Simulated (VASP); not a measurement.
A run of VASP 6.6.1 is set up as follows.

Contents of INCAR:

```
SYSTEM = ZnO
PREC = Accurate ; ENCUT = 600
EDIFF = 1E-7 ; ISMEAR = 0
SIGMA = 0.03 ; LREAL = .FALSE.
LASPH = .TRUE. ; NELM = 80
ALGO = Fast ; ISIF = 4
LWAVE = .FALSE. ; LCHARG = .FALSE.
GGA = PS ; IBRION = 2
NSW = 40 ; EDIFFG = -0.01
```

KPOINTS

```
regular mesh
0
G
  9 9 5
  0 0 0
```

Contents of POSCAR:

```
ZnO                                     
1.0
    3.2793546531      0.0000000000      0.0000000000
   -1.6396773265      2.8400044375      0.0000000000
    0.0000000000      0.0000000000      5.2926055599
  Zn              O             
     2     2
Direct
     0.3333333332999970    0.6666666667000030    0.4999835655487185
     0.6666666667000030    0.3333333332999970    0.9999835655487185
     0.6666666667000030    0.3333333332999970    0.3790264344512824
     0.3333333332999970    0.6666666667000030    0.8790264344512825
```

Potentials or basis: VASP PAW PBE potentials, release 64 (Zn, O).

Run with:

```sh
$ cat potpaw_PBE.64/Zn/POTCAR potpaw_PBE.64/O/POTCAR > POTCAR
$ mpirun -np 1 vasp_std > vasp.out
```

**Question.** What does it give for the band gap on the k mesh?

**Answer.** 0.63 eV, direct.

Final structure:
```yaml
crystal:
  lattice:
    - [3.27935, 0.00000, 0.00000]
    - [-1.63968, 2.84000, 0.00000]
    - [0.00000, 0.00000, 5.29261]
  atoms:
    - { symbol: Zn, position: [0.33333, 0.66667, 0.49998] }
    - { symbol: Zn, position: [0.66667, 0.33333, 0.99998] }
    - { symbol: O, position: [0.66667, 0.33333, 0.37903] }
    - { symbol: O, position: [0.33333, 0.66667, 0.87903] }
```

Caveat: the relaxation stopped at its first step, so nothing moved.
